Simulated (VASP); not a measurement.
# Al2O3 (P-3m1) in VASP: a series of runs

The runs below take Al2O3 through relaxation of cell and atoms, single point, with PBE, LDA.

All numbers are computed with VASP 6.6.1; they aren't measurements. Logs are shortened: lines on timing, memory, paths and dates and some standing lists are left out, and cuts for length are marked.

## (1) The structure

The structure is trigonal, space group P-3m1 (No. 164). The conventional cell has a = 3.017 Å, b = 3.017 Å, c = 7.575 Å, α = 90.00°, β = 90.00°, γ = 120.00°. Al (site symmetry 3m) has 4 O at 1.68 to 1.84 Å as nearest neighbours. Around O (site symmetry -3m) lie 2 Al at 1.68 Å. O (site symmetry 3m) is surrounded by 3 Al at 1.84 Å.

Measurements of this composition are mostly on another form, of space group No. 167.

## (2) Relaxation of cell and atoms, PBE, target pressure 30 GPa, at which the enthalpy is minimised

Input file INCAR:

```
  PREC = Accurate
  ENCUT = 600
  EDIFF = 1E-6
  ISMEAR = -1
  SIGMA = 0.05
  LREAL = False
  LASPH = True
  NELM = 100
  ALGO = Fast
  ISIF = 3
  LWAVE = False
  LCHARG = False
  GGA = PE
  IBRION = 2
  NSW = 60
  EDIFFG = -0.005
  PSTRESS = 300
```

Input file KPOINTS:

```
regular mesh
0
Gamma
  7 7 3
```

Input file POSCAR:

```
Al2O3
1.0
    3.0174825440      0.0000000000      0.0000000000
   -1.5087412720      2.6132165386      0.0000000000
    0.0000000000      0.0000000000      7.5746360022
Al O
2 3
Direct
    0.0000000000      0.0000000000      0.7220490000
    0.0000000000      0.0000000000      0.2779510000
    0.0000000000      0.0000000000      0.5000000000
    0.6666666667      0.3333333333      0.8005460000
    0.3333333333      0.6666666667      0.1994540000
```

Potentials or basis: VASP PAW PBE potentials, release 64 (Al, O).

Launch:

```bash
$ cat potpaw_PBE.64/Al/POTCAR potpaw_PBE.64/O/POTCAR > POTCAR
$ mpirun -np 1 vasp_std > vasp.out
```

OUTCAR:

```text
PREC = Accurate
   ENCUT = 600
   EDIFF = 1E-6
   ISMEAR = -1
   LREAL = False
   LASPH = True
   NELM = 100
   ISIF = 3
   GGA = PE
   IBRION = 2
   NSW = 60
   EDIFFG = -0.005
   PSTRESS = 300

 ion  position               nearest neighbor table
   1  0.000  0.000  0.722-   3 1.68   4 1.84   4 1.84   4 1.84   2 3.36
   2  0.000  0.000  0.278-   3 1.68   5 1.84   5 1.84   5 1.84   1 3.36
   3  0.000  0.000  0.500-   1 1.68   2 1.68
   4  0.667  0.333  0.801-   1 1.84   1 1.84   1 1.84
   5  0.333  0.667  0.199-   2 1.84   2 1.84   2 1.84

  LATTYP: Found a hexagonal cell.
 ALAT       =     3.0174825440
 C/A-ratio  =     2.5102501478

  Lattice vectors:

 A1 = (   3.0174825440,   0.0000000000,   0.0000000000)
 A2 = (  -1.5087412720,   2.6132165386,   0.0000000000)
 A3 = (   0.0000000000,   0.0000000000,   7.5746360022)

Analysis of symmetry for initial positions (statically):
=====================================================================
 Subroutine PRICEL returns:
 Original cell was already a primitive cell.

 Routine SETGRP: Setting up the symmetry group for a
 hexagonal supercell.

 Subroutine GETGRP returns: Found 12 space group operations
 (whereof 12 operations were pure point group operations)
 out of a pool of 24 trial point group operations.

The static configuration has the point symmetry D_3d.

Analysis of symmetry for dynamics (positions and initial velocities):
=====================================================================
 Subroutine PRICEL returns:
 Original cell was already a primitive cell.

 Routine SETGRP: Setting up the symmetry group for a
 hexagonal supercell.

 Subroutine GETGRP returns: Found 12 space group operations
 (whereof 12 operations were pure point group operations)
 out of a pool of 24 trial point group operations.

The dynamic configuration has the point symmetry D_3d.

 Subroutine INISYM returns: Found 12 space group operations
 (whereof 12 operations are pure point group operations),
 and found     1 'primitive' translations

----------------------------------------------------------------------------------------

                                     Primitive cell

  volume of cell :      59.7285

  direct lattice vectors                    reciprocal lattice vectors
     3.017482544  0.000000000  0.000000000     0.331402083  0.191335082  0.000000000
    -1.508741272  2.613216539  0.000000000     0.000000000  0.382670163  0.000000000
     0.000000000  0.000000000  7.574636002     0.000000000  0.000000000  0.132019545

  length of vectors
     3.017482544  3.017482544  7.574636002     0.382670163  0.382670163  0.132019545

  position of ions in fractional coordinates (direct lattice)
     0.000000000  0.000000000  0.722049000
     0.000000000  0.000000000  0.277951000
     0.000000000  0.000000000  0.500000000
     0.666666667  0.333333333  0.800546000
     0.333333333  0.666666667  0.199454000

  ion indices of the primitive-cell ions
   primitive index   ion index
                 1           1
                 2           2
                 3           3
                 4           4
                 5           5

----------------------------------------------------------------------------------------

 KPOINTS: regular mesh

Automatic generation of k-mesh.
 Grid dimensions read from file:
 generate k-points for:    7    7    3

 Generating k-lattice:

  Cartesian coordinates                     Fractional coordinates (reciprocal lattice)
     0.047343155  0.027333583  0.000000000     0.142857143  0.000000000  0.000000000
     0.000000000  0.054667166  0.000000000     0.000000000  0.142857143  0.000000000
     0.000000000  0.000000000  0.044006515     0.000000000  0.000000000  0.333333333

  Length of vectors
     0.054667166  0.054667166  0.044006515

  Shift w.r.t. Gamma in fractional coordinates (k-lattice)
     0.000000000  0.000000000  0.000000000

 Subroutine IBZKPT returns following result:
 ===========================================

 Found     20 irreducible k-points:

 Following reciprocal coordinates:
            Coordinates               Weight
  0.000000  0.000000  0.000000      1.000000
  0.142857  0.000000  0.000000      6.000000
  0.285714  0.000000  0.000000      6.000000
  0.428571  0.000000  0.000000      6.000000
  0.142857  0.142857  0.000000      6.000000
  0.285714  0.142857  0.000000     12.000000
[... 12 lines left out ...]
  0.428571  0.142857  0.333333     12.000000
  0.285714  0.285714  0.333333     12.000000
   k-points           NKPTS =     20   k-points in BZ     NKDIM =     20   number of bands    NBANDS=     16
   number of dos      NEDOS =    301   number of ions     NIONS =      5
   total plane-waves  NPLWV =  36864
   dimension x,y,z NGX =    24 NGY =   24 NGZ =   64
   dimension x,y,z NGXF=    48 NGYF=   48 NGZF=  128
   ions per type =               2   3
   NGX,Y,Z   is equivalent  to a cutoff of  13.22, 13.22, 14.05 a.u.
   NGXF,Y,Z  is equivalent  to a cutoff of  26.45, 26.45, 28.09 a.u.
 SYSTEM =  unknown system
   PREC   = accura    normal or accurate (medium, high low for compatibility)
   ISTART =      0    job   : 0-new  1-cont  2-samecut
   ICHARG =      2    charge: 1-file 2-atom 10-const
   ISPIN  =      1    spin polarized calculation?
   LNONCOLLINEAR =      F non collinear calculations
   LSORBIT =      F    spin-orbit coupling
   LASPH  =      T    aspherical Exc in radial PAW
   ENCUT  =  600.0 eV  44.10 Ry    6.64 a.u.   6.03  6.03 15.13*2*pi/ulx,y,z
   NELM   =    100;   NELMIN=  2; NELMDL= -5     # of ELM steps
   EDIFF  = 0.1E-05   stopping-criterion for ELM
   LREAL  =      F    real-space projection
   EDIFFG = -.5E-02   stopping-criterion for IOM
   NSW    =     60    number of steps for IOM
   IBRION =      2    ionic relax: 0-MD 1-quasi-New 2-CG
   NFREE  =      1    steps in history (QN), initial steepest desc. (CG)
   ISIF   =      3    stress and relaxation
   ISYM   =      2    0-nonsym 1-usesym 2-fastsym
   POTIM  = 0.5000    time-step for ionic-motion
   TEBEG  =    0.0;   TEEND  =   0.0 temperature during run
   PSTRESS=  300.0 pullay stress
   NELECT =      24.0000    total number of electrons
   NUPDOWN=      -1.0000    fix difference up-down
   EMIN   =  10.00;   EMAX   =-10.00  energy-range for DOS
   EFERMI =   0.00;   METHOD = LEGACY
   ISMEAR =    -1;   SIGMA  =   0.05  broadening in eV -4-tet -1-fermi 0-gaus
   EFERMI_NEDOS =   21; number of points for ismear=-14 and -15
   IALGO  =     68    algorithm
   IMIX   =      4    mixing-type and parameters
     AMIX     =   0.40;   BMIX     =  1.00
     AMIX_MAG =   1.60;   BMIX_MAG =  1.00
  volume/ion in A,a.u.               =      11.95        80.61
  Fermi-wavevector in a.u.,A,eV,Ry     =   1.208049  2.282882 19.856107  1.459383
  Thomas-Fermi vector in A             =   2.343669
   LORBIT       =      0    0 simple, 1 ext, 2 COOP (PROOUT), +10 PAW based schemes
   GGA     = PE    functional components
   LHFCALC =     F    Hartree Fock is set to
   AEXX    =    0.0000 exact exchange contribution
   IVDW    =     0    specifies the selected vdW correction
   LEPSILON=     F    determine dielectric tensor
   LRPA    =     F    only Hartree local field effects (RPA)
 conjugate gradient relaxation of ions
 non-spin polarized calculation
 RMM-DIIS sequential band-by-band and
  energy-cutoff  :      600.00
  volume of cell :       59.73
 maximum number of plane-waves:      2016
   NGX = 13   NGY = 13   NGZ = 31

--------------------------------------- Ionic step        1  -------------------------------------------

 number of electron      24.0000008 magnetization

 Free energy of the ion-electron system (eV)
  ---------------------------------------------------
  ext. energy  EPLUGINS =         0.00000000
  ---------------------------------------------------
  free energy    TOTEN  =       -36.20143188 eV

  energy without entropy =      -36.20143188  energy(sigma->0) =      -36.20143188

 E-fermi :   4.9430     XC(G=0):  -9.7001

 val. band max:        3.8606236324   @ k =   0.0000   0.0000   0.0000
 cond. band min:       6.1456451828   @ k =   0.0000   0.0000   0.0000
 fundamental gap:      2.2850215504
 Fermi energy:         4.9429699598

 k-point     1 :       0.0000    0.0000    0.0000
  band No.  band energies     occupation
      1     -15.7746      2.00000
      2     -15.5847      2.00000
      3     -13.0115      2.00000
      4      -1.9975      2.00000
      5      -0.6385      2.00000
      6       0.1142      2.00000
[... 8 lines left out ...]
     15      11.2126      0.00000
     16      14.3818      0.00000
[... 463 lines left out ...]
 POSITION                                       TOTAL-FORCE (eV/Angst)
 -----------------------------------------------------------------------------------
      0.00000      0.00000      5.23136        -0.000000      0.000000      1.404393
      0.00000      0.00000      2.01542         0.000000     -0.000000     -1.404393
      0.00000      0.00000      3.62339        -0.000000      0.000000      0.000000
      1.44237      0.83275      5.80002         0.000000      0.000000      1.205835
     -0.00000      1.66550      1.44675        -0.000000     -0.000000     -1.205835
 -----------------------------------------------------------------------------------
    total drift:                                0.000000     -0.000000      0.000000

  FREE ENERGIE OF THE ION-ELECTRON SYSTEM (eV)
  ---------------------------------------------------
  free  energy   TOTEN  =       -35.6435278112 eV

  energy  without entropy=      -35.6435278112  energy(sigma->0) =      -35.64352781

  enthalpy is  TOTEN    =       -25.8644575480 eV   P V=        9.7790702632

[... ionic steps 4 to 19 ...]

--------------------------------------- Ionic step       20  -------------------------------------------

 number of electron      23.9999998 magnetization

------------------------ aborting loop because EDIFF is reached ----------------------------------------

  FORCE on cell =-STRESS in cart. coord.  units (eV):
  Direction    XX          YY          ZZ          XY          YZ          ZX
  --------------------------------------------------------------------------------------
  -------------------------------------------------------------------------------------
  Total        8.8336321      8.8336321      8.7923174      0.0000000      0.0000000      0.0000000
  in kB      300.8707330    300.8707330    299.4635682      0.0000000      0.0000000      0.0000000
  external PRESSURE =       0.4016780 kB  Pullay stress =     300.0000000 kB

 VOLUME and BASIS-vectors are now :
 -----------------------------------------------------------------------------
  energy-cutoff  :      600.00
  volume of cell :       47.04
      direct lattice vectors                 reciprocal lattice vectors
     2.870216762 -0.000000000  0.000000000     0.348405742  0.201152149 -0.000000000
    -1.435108381  2.485680630 -0.000000000     0.000000000  0.402304298 -0.000000000
     0.000000000  0.000000000  6.593407542    -0.000000000  0.000000000  0.151666645
[... 52 lines left out ...]
  FREE ENERGIE OF THE ION-ELECTRON SYSTEM (eV)
  ---------------------------------------------------
  free  energy   TOTEN  =       -35.3563234773 eV

  energy  without entropy=      -35.3563234772  energy(sigma->0) =      -35.35632348

  enthalpy is  TOTEN    =       -26.5463524956 eV   P V=        8.8099709816

--------------------------------------- Ionic step       22  -------------------------------------------

 number of electron      23.9999998 magnetization

 Free energy of the ion-electron system (eV)
  ---------------------------------------------------
  ext. energy  EPLUGINS =         0.00000000
  ---------------------------------------------------
  free energy    TOTEN  =       -35.35514585 eV

  energy without entropy =      -35.35514585  energy(sigma->0) =      -35.35514585

 E-fermi :   7.4906     XC(G=0): -11.0251

 val. band max:        6.3872452150   @ k =   0.0000   0.0000   0.0000
 cond. band min:       9.5344059907   @ k =   0.0000   0.0000   0.0000
 fundamental gap:      3.1471607757
 Fermi energy:         7.4905526443

 k-point     1 :       0.0000    0.0000    0.0000
  band No.  band energies     occupation
      1     -14.4787      2.00000
      2     -13.6844      2.00000
      3     -11.0370      2.00000
      4       0.1641      2.00000
      5       0.4362      2.00000
      6       2.1853      2.00000
[... 8 lines left out ...]
     15      14.6750      0.00000
     16      17.6712      0.00000
[... 381 lines left out ...]
 POSITION                                       TOTAL-FORCE (eV/Angst)
 -----------------------------------------------------------------------------------
      0.00000      0.00000      4.93601         0.000000      0.000000      0.003044
      0.00000      0.00000      1.65695        -0.000000     -0.000000     -0.003044
      0.00000      0.00000      3.29648        -0.000000     -0.000000      0.000000
      1.43521      0.82862      5.53805         0.000000      0.000000      0.003431
     -0.00000      1.65724      1.05491        -0.000000     -0.000000     -0.003431
 -----------------------------------------------------------------------------------
    total drift:                                0.000000     -0.000000      0.000000

  FREE ENERGIE OF THE ION-ELECTRON SYSTEM (eV)
  ---------------------------------------------------
  free  energy   TOTEN  =       -35.3551458459 eV

  energy  without entropy=      -35.3551458458  energy(sigma->0) =      -35.35514585

  enthalpy is  TOTEN    =       -26.5463838456 eV   P V=        8.8087620003

 reached required accuracy - stopping structural energy minimisation
```

Run time: 3.7 min. Hardware: 1 thread of Intel Xeon Platinum 8488C (Sapphire Rapids), shared host; peak memory 0.19 GiB.

What came out:

```yaml
Free_energy: -35.3551 eV
Relaxed_volume: 9.41 Å³/atom
Relaxed_cell: a = 2.870 Å, b = 2.870 Å, c = 6.593 Å, α = 90.00°, β = 90.00°, γ = 120.00°
Space_group_after_relaxing_to_0.05_Å: P-3m1 (No. 164)
Energy_change_on_relaxing_the_enthalpy_is_what_falls: +169.3 meV/atom
Ionic_steps: 22
Pressure_after_relaxing: 30.0 GPa
Largest_force_after_relaxing: 0.003 eV/Å
Band_gap_on_the_k_mesh: 3.15 eV, direct
```

Forces in eV/Å, atoms in the order of the input:
```
Al   0.000  0.000  0.003
Al   0.000  0.000 -0.003
O    0.000  0.000  0.000
O    0.000  0.000  0.003
O    0.000  0.000 -0.003
```

Step by step:
```tsv
step	energy change (eV)	largest force (eV/Å)	pressure (GPa)	volume (Å³)
1	0.0000	0.0913	-0.78	59.73
2	4.6909	4.9314	114.73	42.01
3	0.5579	1.4044	27.66	52.23
4	0.6177	1.4885	29.32	51.89
5	0.8738	2.0088	30.99	50.15
6	0.7043	1.6192	29.89	50.83
7	0.7001	1.1949	29.80	50.05
8	0.8837	0.6921	30.53	47.78
9	0.9555	0.8893	30.62	47.36
10	0.9313	0.7036	31.27	46.90
11	0.9861	0.5323	32.48	46.40
12	0.8639	0.8924	28.12	47.05
13	0.9152	0.2379	30.33	46.72
14	0.8604	0.1055	29.67	46.98
15	0.8512	0.0812	29.58	47.02
16	0.8668	0.0488	30.26	46.94
17	0.8696	0.0522	30.44	46.92
18	0.8583	0.0359	30.26	46.98
19	0.8403	0.0162	29.90	47.08
20	0.8470	0.0190	30.04	47.04
21	0.8451	0.0401	30.01	47.05
22	0.8463	0.0034	30.03	47.04
```

Final structure:
```yaml
crystal:
  lattice:
    - [2.87043, 0.00000, 0.00000]
    - [-1.43521, 2.48586, 0.00000]
    - [0.00000, 0.00000, 6.59295]
  atoms:
    - { symbol: Al, position: [0.00000, 0.00000, 0.74868] }
    - { symbol: Al, position: [0.00000, 0.00000, 0.25132] }
    - { symbol: O, position: [0.00000, 0.00000, 0.50000] }
    - { symbol: O, position: [0.66667, 0.33333, 0.83999] }
    - { symbol: O, position: [0.33333, 0.66667, 0.16001] }
```

Caveat: the cell is relaxed towards a set pressure, so the enthalpy falls and the energy may rise; the volume moved by over 15 % at a fixed basis, so the end points are rough.

[end of part 1 of 2]
